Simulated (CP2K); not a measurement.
# Cu3N at PBE/SZV: moving one setting at a time

Which settings matter? One reference run, then one change at a time; some changes are unwise on purpose.

The COD entry's cell or inner coordinates are ideal or old and differ from later refinements, so a difference from it is no clean test against experiment.

Computed with CP2K 2026.2 (PBE/SZV, atoms fixed, no spin polarisation, unless a step's input says otherwise).

### Step 1. The starting structure

It takes space group Pm-3m (No. 221, cubic). Conventional cell: a = 3.789 Å, b = 3.789 Å, c = 3.789 Å, α = 90.00°, β = 90.00°, γ = 90.00°. Cu (site symmetry 4/mmm) has 2 N at 1.89 Å as nearest neighbours. N (site symmetry m-3m) has 6 Cu at 1.89 Å as nearest neighbours.

As a file:

```cif
data_structure
_symmetry_space_group_name_H-M 'P 1'
_symmetry_Int_Tables_number 1
_cell_length_a 3.7894
_cell_length_b 3.7894
_cell_length_c 3.7894
_cell_angle_alpha 90.000
_cell_angle_beta 90.000
_cell_angle_gamma 90.000
_cell_volume 54.41
loop_
_atom_site_label
_atom_site_type_symbol
_atom_site_fract_x
_atom_site_fract_y
_atom_site_fract_z
_atom_site_occupancy
Cu1 Cu 0.50000 0.00000 0.00000 1
Cu2 Cu 0.00000 0.50000 0.00000 1
Cu3 Cu 0.00000 0.00000 0.50000 1
N1 N 0.00000 0.00000 0.00000 1
```

### Step 2. The reference run

A small atomic basis brings errors of its own in gap and pressure, and the grid adds noise to the pressure.

Contents of run.inp:

```
&GLOBAL
 PROJECT run
 RUN_TYPE ENERGY_FORCE
 PRINT_LEVEL LOW
&END GLOBAL
&FORCE_EVAL
 METHOD QS
 STRESS_TENSOR ANALYTICAL
 &DFT
  BASIS_SET_FILE_NAME BASIS_MOLOPT
  POTENTIAL_FILE_NAME GTH_POTENTIALS
  &QS
   EXTRAPOLATION USE_GUESS
  &END QS
  &MGRID
   CUTOFF 500
   REL_CUTOFF 50
  &END MGRID
  &XC
   &XC_FUNCTIONAL PBE
   &END XC_FUNCTIONAL
  &END XC
  &KPOINTS
   SCHEME MONKHORST-PACK 5 5 5
   SYMMETRY F
   FULL_GRID F
  &END KPOINTS
  &SCF
   ADDED_MOS 10
   EPS_SCF 1e-6
   MAX_SCF 80
   &DIAGONALIZATION
   &END DIAGONALIZATION
   &MIXING
    METHOD BROYDEN_MIXING
    ALPHA 0.3
   &END MIXING
   &SMEAR
    METHOD FERMI_DIRAC
    ELECTRONIC_TEMPERATURE [K] 232
   &END SMEAR
   &PRINT
    &ITERATION_INFO
    &END ITERATION_INFO
   &END PRINT
  &END SCF
  &PRINT
   &BAND_STRUCTURE
    FILE_NAME bands.bs
    ADDED_MOS 6
    &KPOINT_SET
     UNITS B_VECTOR
     SPECIAL_POINT 0.00000000 0.00000000 0.00000000
     NPOINTS 0
    &END KPOINT_SET
    &KPOINT_SET
     UNITS B_VECTOR
     SPECIAL_POINT 0.00000000 0.50000000 0.00000000
     NPOINTS 0
    &END KPOINT_SET
    &KPOINT_SET
     UNITS B_VECTOR
     SPECIAL_POINT 0.50000000 0.50000000 0.00000000
     NPOINTS 0
    &END KPOINT_SET
    &KPOINT_SET
     UNITS B_VECTOR
     SPECIAL_POINT 0.50000000 0.50000000 0.50000000
     NPOINTS 0
    &END KPOINT_SET
    &KPOINT_SET
     UNITS B_VECTOR
     SPECIAL_POINT 0.00000000 0.50000000 0.50000000
     NPOINTS 0
    &END KPOINT_SET
    &KPOINT_SET
     UNITS B_VECTOR
     SPECIAL_POINT 0.50000000 0.50000000 0.30000000
     NPOINTS 0
    &END KPOINT_SET
   &END BAND_STRUCTURE
  &END PRINT
 &END DFT
 &SUBSYS
  &CELL
   A 3.78937007 0.00000000 0.00000000
   B 0.00000000 3.78937007 0.00000000
   C -0.00000000 0.00000000 3.78937007
  &END CELL
  &COORD
   SCALED
   Cu 0.50000000 -0.00000000 0.00000000
   Cu 0.00000000 0.50000000 0.00000000
   Cu 0.00000000 -0.00000000 0.50000000
   N 0.00000000 -0.00000000 -0.00000000
  &END COORD
  &KIND Cu
   BASIS_SET SZV-MOLOPT-SR-GTH
   POTENTIAL GTH-PBE
  &END KIND
  &KIND N
   BASIS_SET SZV-MOLOPT-SR-GTH
   POTENTIAL GTH-PBE
  &END KIND
 &END SUBSYS
 &PRINT
  &STRESS_TENSOR
  &END STRESS_TENSOR
  &FORCES
  &END FORCES
 &END PRINT
&END FORCE_EVAL
```

Launch:

```
> cp2k.psmp -i run.inp
```

The log of the run (excerpt; [...] marks lines left out):

```text
[...]
 CP2K| version string:                                       CP2K version 2026.2
[...]
                             - Atoms:                                          4
[...]
                             - Spherical basis functions:                     31
[...]
 Number of electrons:                                                         38
[...]
     1 NoMix/Diag. 0.30E+00    0.5     0.61034485      -154.1798673836 -1.54E+02
[...]
    10 Broy./Diag. 0.30E+00    0.6     0.00000084      -154.2392625989 -5.53E-06
  *** SCF run converged in    10 steps ***
[...]
  Overlap energy of the core charge distribution:               0.00000024302418
  Self energy of the core charge distribution:               -218.05893848864687
  Core Hamiltonian energy:                                     72.97965717485428
  Hartree energy:                                              16.69082056205554
  Exchange-correlation energy:                                -25.85080209020747
  Electronic entropic energy:                                  -0.00000000000000
  Fermi energy:                                                 0.18158573106121
  Total energy:                                              -154.23926259892036
  Total energy (extrapolated to T->0):                       -154.23926259892036
[...]
 ENERGY| Total FORCE_EVAL ( QS ) energy [hartree]           -154.239261866992990
 FORCES| Atomic forces [hartree/bohr]
 FORCES|   Atom     x               y               z               |f|
 FORCES|      1 -5.56773649E-08  5.06852229E-08  5.06852072E-08   9.07631589E-08
 FORCES|      2  5.06851393E-08 -5.56773751E-08  5.06851587E-08   9.07630914E-08
 FORCES|      3  5.06851429E-08  5.06852198E-08 -5.56773755E-08   9.07631277E-08
 FORCES|      4  1.76832100E-09  1.76816976E-09  1.76825573E-09   3.06269682E-09
 FORCES| Sum     4.74612383E-08  4.74612374E-08  4.74612461E-08
 FORCES| Total atomic force                                       8.22052801E-08
 STRESS| Analytical stress tensor [bar]
 STRESS|                        x                   y                   z
 STRESS|      x        1.19550657555E+05  -1.70400657364E-02  -1.70400663195E-02
 STRESS|      y       -1.70400657364E-02   1.19550657555E+05  -1.70400639026E-02
 STRESS|      z       -1.70400663195E-02  -1.70400639026E-02   1.19550657555E+05
 STRESS| 1/3 Trace                                             1.19550657555E+05
 STRESS| Determinant                                           1.70866100276E+15
[...]
```

It took 8.1 s on 2 threads of Arm Neoverse V1, shared host; peak memory 0.25 GiB.

Gap 0.20 eV; pressure 12.0 GPa.

### Step 3. Change: REL_CUTOFF = 80

Edit run.inp of step 2 so:

```diff
@@ -16,3 +16,3 @@
    CUTOFF 500
-   REL_CUTOFF 50
+   REL_CUTOFF 80
   &END MGRID
```

Launch:

```
> cp2k.psmp -i run.inp
```

The log of the run (excerpt; [...] marks lines left out):

```text
[...]
 CP2K| version string:                                       CP2K version 2026.2
[...]
                             - Atoms:                                          4
[...]
                             - Spherical basis functions:                     31
[...]
 Number of electrons:                                                         38
[...]
     1 NoMix/Diag. 0.30E+00    0.7     0.61034485      -154.1798673993 -1.54E+02
[...]
    10 Broy./Diag. 0.30E+00    0.9     0.00000084      -154.2392626369 -5.53E-06
  *** SCF run converged in    10 steps ***
[...]
  Overlap energy of the core charge distribution:               0.00000024302418
  Self energy of the core charge distribution:               -218.05893848864687
  Core Hamiltonian energy:                                     72.97965712679755
  Hartree energy:                                              16.69082060150049
  Exchange-correlation energy:                                -25.85080211961056
  Electronic entropic energy:                                  -0.00000000000000
  Fermi energy:                                                 0.18158577423094
  Total energy:                                              -154.23926263693522
  Total energy (extrapolated to T->0):                       -154.23926263693522
[...]
 ENERGY| Total FORCE_EVAL ( QS ) energy [hartree]           -154.239261905006856
 FORCES| Atomic forces [hartree/bohr]
 FORCES|   Atom     x               y               z               |f|
 FORCES|      1 -5.60030457E-08  5.07505633E-08  5.07505364E-08   9.10361343E-08
 FORCES|      2  5.07504749E-08 -5.60030508E-08  5.07504985E-08   9.10360670E-08
 FORCES|      3  5.07504686E-08  5.07505569E-08 -5.60030599E-08   9.10361017E-08
 FORCES|      4  1.77288162E-09  1.77270958E-09  1.77280593E-09   3.07057801E-09
 FORCES| Sum     4.72707794E-08  4.72707790E-08  4.72707809E-08
 FORCES| Total atomic force                                       8.18753923E-08
[...]
```

It took 11 s on 2 threads of Arm Neoverse V1, shared host; peak memory 0.25 GiB.

Against the reference run the gap moves by 0.00 eV and the energy by 0.0 meV/atom.

### Step 4. Change: KPOINTS = 4x4x4

Edit run.inp of step 3 so:

```diff
@@ -16,3 +16,3 @@
    CUTOFF 500
-   REL_CUTOFF 80
+   REL_CUTOFF 50
   &END MGRID
@@ -23,3 +23,3 @@
   &KPOINTS
-   SCHEME MONKHORST-PACK 5 5 5
+   SCHEME MONKHORST-PACK 4 4 4
    SYMMETRY F
```

Launch:

```
> cp2k.psmp -i run.inp
```

The log of the run (excerpt; [...] marks lines left out):

```text
[...]
 CP2K| version string:                                       CP2K version 2026.2
[...]
                             - Atoms:                                          4
[...]
                             - Spherical basis functions:                     31
[...]
 Number of electrons:                                                         38
[...]
     1 NoMix/Diag. 0.30E+00    0.4     0.61326248      -154.1798673836 -1.54E+02
[...]
    11 Broy./Diag. 0.30E+00    0.5     0.00000010      -154.2399685399  2.10E-06
  *** SCF run converged in    11 steps ***
[...]
  Overlap energy of the core charge distribution:               0.00000024302418
  Self energy of the core charge distribution:               -218.05893848864687
  Core Hamiltonian energy:                                     72.97496205296217
  Hartree energy:                                              16.69366129723542
  Exchange-correlation energy:                                -25.84965364444670
  Electronic entropic energy:                                  -0.00000000000000
  Fermi energy:                                                 0.18830906612411
  Total energy:                                              -154.23996853987182
  Total energy (extrapolated to T->0):                       -154.23996853987182
[...]
 ENERGY| Total FORCE_EVAL ( QS ) energy [hartree]           -154.239969499777970
 FORCES| Atomic forces [hartree/bohr]
 FORCES|   Atom     x               y               z               |f|
 FORCES|      1 -5.56917417E-08  5.06872197E-08  5.06872029E-08   9.07742082E-08
 FORCES|      2  5.06871358E-08 -5.56917514E-08  5.06871530E-08   9.07741394E-08
 FORCES|      3  5.06871395E-08  5.06872161E-08 -5.56917494E-08   9.07741755E-08
 FORCES|      4  1.77124056E-09  1.77108928E-09  1.77117553E-09   3.06775375E-09
 FORCES| Sum     4.74537742E-08  4.74537737E-08  4.74537820E-08
 FORCES| Total atomic force                                       8.21923521E-08
[...]
```

It took 7.5 s on 2 threads of Arm Neoverse V1, shared host; peak memory 0.25 GiB.

Against the reference run the gap moves by +0.01 eV and the energy by -4.8 meV/atom.

### Step 5. Change: ALPHA = 0.6

Edit run.inp of step 4 so:

```diff
@@ -23,3 +23,3 @@
   &KPOINTS
-   SCHEME MONKHORST-PACK 4 4 4
+   SCHEME MONKHORST-PACK 5 5 5
    SYMMETRY F
@@ -35,3 +35,3 @@
     METHOD BROYDEN_MIXING
-    ALPHA 0.3
+    ALPHA 0.6
    &END MIXING
```

Launch:

```
> cp2k.psmp -i run.inp
```

The log of the run (excerpt; [...] marks lines left out):

```text
[...]
 CP2K| version string:                                       CP2K version 2026.2
[...]
                             - Atoms:                                          4
[...]
                             - Spherical basis functions:                     31
[...]
 Number of electrons:                                                         38
[...]
     1 NoMix/Diag. 0.60E+00    0.5     0.61034485      -154.1798673836 -1.54E+02
[...]
     9 Broy./Diag. 0.60E+00    0.6     0.00000081      -154.2392552464 -8.32E-05
  *** SCF run converged in     9 steps ***
[...]
  Overlap energy of the core charge distribution:               0.00000024302418
  Self energy of the core charge distribution:               -218.05893848864687
  Core Hamiltonian energy:                                     72.97966873036985
  Hartree energy:                                              16.69081725408054
  Exchange-correlation energy:                                -25.85080298523527
  Electronic entropic energy:                                  -0.00000000000000
  Fermi energy:                                                 0.18158543923718
  Total energy:                                              -154.23925524640759
  Total energy (extrapolated to T->0):                       -154.23925524640759
[...]
 ENERGY| Total FORCE_EVAL ( QS ) energy [hartree]           -154.239261866993047
 FORCES| Atomic forces [hartree/bohr]
 FORCES|   Atom     x               y               z               |f|
 FORCES|      1 -5.56774916E-08  5.06850664E-08  5.06850502E-08   9.07630615E-08
 FORCES|      2  5.06849829E-08 -5.56775025E-08  5.06850007E-08   9.07629939E-08
 FORCES|      3  5.06849860E-08  5.06850641E-08 -5.56774992E-08   9.07630291E-08
 FORCES|      4  1.76876307E-09  1.76861027E-09  1.76869174E-09   3.06345811E-09
 FORCES| Sum     4.74612403E-08  4.74612383E-08  4.74612435E-08
 FORCES| Total atomic force                                       8.22052803E-08
[...]
```

Wall time 7.4 s (2 threads of Arm Neoverse V1, shared host); peak memory 0.25 GiB.

Against the reference run the gap moves by 0.00 eV and the energy by 0.0 meV/atom.

### Step 6. Change: CUTOFF = 1000

Edit run.inp of step 5 so:

```diff
@@ -15,3 +15,3 @@
   &MGRID
-   CUTOFF 500
+   CUTOFF 1000
    REL_CUTOFF 50
@@ -35,3 +35,3 @@
     METHOD BROYDEN_MIXING
-    ALPHA 0.6
+    ALPHA 0.3
    &END MIXING
```

Launch:

```
> cp2k.psmp -i run.inp
```

The log of the run (excerpt; [...] marks lines left out):

```text
[...]
 CP2K| version string:                                       CP2K version 2026.2
[...]
                             - Atoms:                                          4
[...]
                             - Spherical basis functions:                     31
[...]
 Number of electrons:                                                         38
[...]
     1 NoMix/Diag. 0.30E+00    0.8     0.61017802      -154.1800679948 -1.54E+02
[...]
    10 Broy./Diag. 0.30E+00    1.0     0.00000084      -154.2394064212 -5.46E-06
  *** SCF run converged in    10 steps ***
[...]
  Overlap energy of the core charge distribution:               0.00000024302418
  Self energy of the core charge distribution:               -218.05893848864687
  Core Hamiltonian energy:                                     72.97989214103151
  Hartree energy:                                              16.69067672958987
  Exchange-correlation energy:                                -25.85103704620245
  Electronic entropic energy:                                  -0.00000000000000
  Fermi energy:                                                 0.18158480873296
  Total energy:                                              -154.23940642120374
  Total energy (extrapolated to T->0):                       -154.23940642120374
[...]
 ENERGY| Total FORCE_EVAL ( QS ) energy [hartree]           -154.239405702041012
 FORCES| Atomic forces [hartree/bohr]
 FORCES|   Atom     x               y               z               |f|
 FORCES|      1 -1.55860770E-10  2.10018803E-08  2.10018789E-08   2.97015519E-08
 FORCES|      2  2.10018817E-08 -1.55858309E-10  2.10018798E-08   2.97015535E-08
 FORCES|      3  2.10018798E-08  2.10018800E-08 -1.55857611E-10   2.97015524E-08
 FORCES|      4  1.24617825E-09  1.24617805E-09  1.24617792E-09   2.15844374E-09
 FORCES| Sum     4.30940790E-08  4.30940800E-08  4.30940791E-08
 FORCES| Total atomic force                                       7.46411350E-08
[...]
```

Run time: 13 s. Hardware: 2 threads of Arm Neoverse V1, shared host; peak memory 0.39 GiB.

Against the reference run the gap moves by 0.00 eV and the energy by -1.0 meV/atom.

### Step 7. Change: KPOINTS = 2x2x2

Edit run.inp of step 6 so:

```diff
@@ -15,3 +15,3 @@
   &MGRID
-   CUTOFF 1000
+   CUTOFF 500
    REL_CUTOFF 50
@@ -23,3 +23,3 @@
   &KPOINTS
-   SCHEME MONKHORST-PACK 5 5 5
+   SCHEME MONKHORST-PACK 2 2 2
    SYMMETRY F
```

Launch:

```
> cp2k.psmp -i run.inp
```

The log of the run (excerpt; [...] marks lines left out):

```text
[...]
 CP2K| version string:                                       CP2K version 2026.2
[...]
                             - Atoms:                                          4
[...]
                             - Spherical basis functions:                     31
[...]
 Number of electrons:                                                         38
[...]
     1 NoMix/Diag. 0.30E+00    0.3     1.96470502      -154.1798673836 -1.54E+02
[...]
    11 Broy./Diag. 0.30E+00    0.4     0.00000023      -154.2543348143  4.19E-06
  *** SCF run converged in    11 steps ***
[...]
  Overlap energy of the core charge distribution:               0.00000024302418
  Self energy of the core charge distribution:               -218.05893848864687
  Core Hamiltonian energy:                                     72.98704266947856
  Hartree energy:                                              16.67981433360858
  Exchange-correlation energy:                                -25.86225357172772
  Electronic entropic energy:                                  -0.00000000000000
  Fermi energy:                                                 0.20377049245846
  Total energy:                                              -154.25433481426325
  Total energy (extrapolated to T->0):                       -154.25433481426325
[...]
 ENERGY| Total FORCE_EVAL ( QS ) energy [hartree]           -154.254335888542300
 FORCES| Atomic forces [hartree/bohr]
 FORCES|   Atom     x               y               z               |f|
 FORCES|      1 -5.59539478E-08  5.06111733E-08  5.06111295E-08   9.08505452E-08
 FORCES|      2  5.06110230E-08 -5.59539594E-08  5.06110603E-08   9.08504301E-08
 FORCES|      3  5.06110233E-08  5.06111774E-08 -5.59539426E-08   9.08504851E-08
 FORCES|      4  1.82428420E-09  1.82399315E-09  1.82414061E-09   3.15950199E-09
 FORCES| Sum     4.70923827E-08  4.70923845E-08  4.70923878E-08
 FORCES| Total atomic force                                       8.15664035E-08
[...]
```

Wall time 6.3 s (2 threads of Arm Neoverse V1, shared host); peak memory 0.24 GiB.

Against the reference run the gap moves by +0.03 eV and the energy by -102.5 meV/atom.

### Step 8. Change: ELECTRONIC_TEMPERATURE = 20000

Edit run.inp of step 7 so:

```diff
@@ -23,3 +23,3 @@
   &KPOINTS
-   SCHEME MONKHORST-PACK 2 2 2
+   SCHEME MONKHORST-PACK 5 5 5
    SYMMETRY F
@@ -39,3 +39,3 @@
     METHOD FERMI_DIRAC
-    ELECTRONIC_TEMPERATURE [K] 232
+    ELECTRONIC_TEMPERATURE [K] 20000
    &END SMEAR
```

Launch:

```
> cp2k.psmp -i run.inp
```

The log of the run (excerpt; [...] marks lines left out):

```text
[...]
 CP2K| version string:                                       CP2K version 2026.2
[...]
                             - Atoms:                                          4
[...]
                             - Spherical basis functions:                     31
[...]
 Number of electrons:                                                         38
[...]
     1 NoMix/Diag. 0.30E+00    0.5     0.44418265      -154.1798673836 -1.54E+02
[...]
    16 Broy./Diag. 0.30E+00    0.6     0.00000012      -154.4843817571 -3.85E-08
  *** SCF run converged in    16 steps ***
[...]
  Overlap energy of the core charge distribution:               0.00000024302418
  Self energy of the core charge distribution:               -218.05893848864687
  Core Hamiltonian energy:                                     72.57728405125091
  Hartree energy:                                              17.16458953193261
  Exchange-correlation energy:                                -25.57575425398412
  Electronic entropic energy:                                  -0.59156284349808
  Fermi energy:                                                 0.20924496201264
  Total energy:                                              -154.48438175706391
  Total energy (extrapolated to T->0):                       -154.18860033531487
[...]
 ENERGY| Total FORCE_EVAL ( QS ) energy [hartree]           -154.484381763576920
 FORCES| Atomic forces [hartree/bohr]
 FORCES|   Atom     x               y               z               |f|
 FORCES|      1 -5.73278208E-08  5.12396102E-08  5.12469663E-08   9.24025338E-08
 FORCES|      2  5.12391756E-08 -5.73278396E-08  5.12309170E-08   9.23934044E-08
 FORCES|      3  5.12386731E-08  5.12383017E-08 -5.73278315E-08   9.23972156E-08
 FORCES|      4  1.88440633E-09  1.88435967E-09  1.88438136E-09   3.26384615E-09
 FORCES| Sum     4.70344342E-08  4.70344319E-08  4.70344332E-08
 FORCES| Total atomic force                                       8.14660278E-08
[...]
```

Wall time 12 s (2 threads of Arm Neoverse V1, shared host); peak memory 0.25 GiB.

Against the reference run the gap moves by +0.80 eV and the energy by -1667.5 meV/atom. At a high electronic temperature the free energy holds a large −TS term.

### Step 9. What moved

| change | ends | gap (eV) | energy (meV/atom) | pressure (GPa) | time |
| --- | --- | --- | --- | --- | --- |
| none | converged | 0.20 | 0 | 12.0 | 8.1 s |
| REL_CUTOFF = 80 | converged | 0.00 | 0.0 | 0.0 | 11 s |
| KPOINTS = 4x4x4 | converged | +0.01 | -4.8 | -0.1 | 7.5 s |
| ALPHA = 0.6 | converged | 0.00 | 0.0 | 0.0 | 7.4 s |
| CUTOFF = 1000 | converged | 0.00 | -1.0 | +0.1 | 13 s |
| KPOINTS = 2x2x2 | converged | +0.03 | -102.5 | +0.2 | 6.3 s |
| ELECTRONIC_TEMPERATURE = 20000 | converged | +0.80 | -1667.5 | +18.7 | 12 s |

The first row holds values, the others changes from it. Keys are the program's: temperature in eV (tblite) or K (CP2K), cutoffs in Ry, CUTOFP in Å. Among the numerical settings, ELECTRONIC_TEMPERATURE = 20000 moves the energy most (-1667.5 meV/atom). The changed runs test settings; they are no properties of the crystal.
